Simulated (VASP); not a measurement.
Sb:

```
Sb
1.0
     0.00000    2.37124    2.37124
     2.37124    0.00000    2.37124
     2.37124    2.37124    0.00000
Sb
1
Direct
  0.00000 0.00000 0.00000
```

This isn't the form of Sb at room conditions, which is rhombohedral.

- Program: VASP 6.6.1
- Task: single point
- Functional: PBEsol
- Potentials or basis: VASP PAW PBE potentials, release 64 (Sb)
- Cutoff: 520 eV
- k mesh: 10 × 10 × 10
- Occupations: fermi-dirac, width 0.05 eV
- Spin: no spin polarisation

On this cell: pressure -1.2 GPa; band gap on the k mesh none (metal or under the smearing width).

The same run follows on a disturbed copy (cell strained at random at fixed volume):

```
Sb
1.0
    -0.01676    2.38071    2.40165
     2.36975    0.04435    2.34054
     2.40963    2.35947    0.00447
Sb
1
Direct
  0.99246 0.01309 0.98926
```

Problem. What changes?

Solution. The energy (extrapolated to zero smearing) moves by -2.1 meV/atom; pressure -1.3 GPa; band gap on the k mesh none (metal or under the smearing width).

Stress tensor (GPa, compression positive):
```
-1.24  0.42  0.20
 0.42 -1.19  0.11
 0.20  0.11 -1.61
```

The energy falls, though the first cell shows no forces: that form is unstable against this distortion, unless noise or another electronic state is at work.

Caveats: the PAW data sets were made with another functional, which shifts forces and pressure a little.
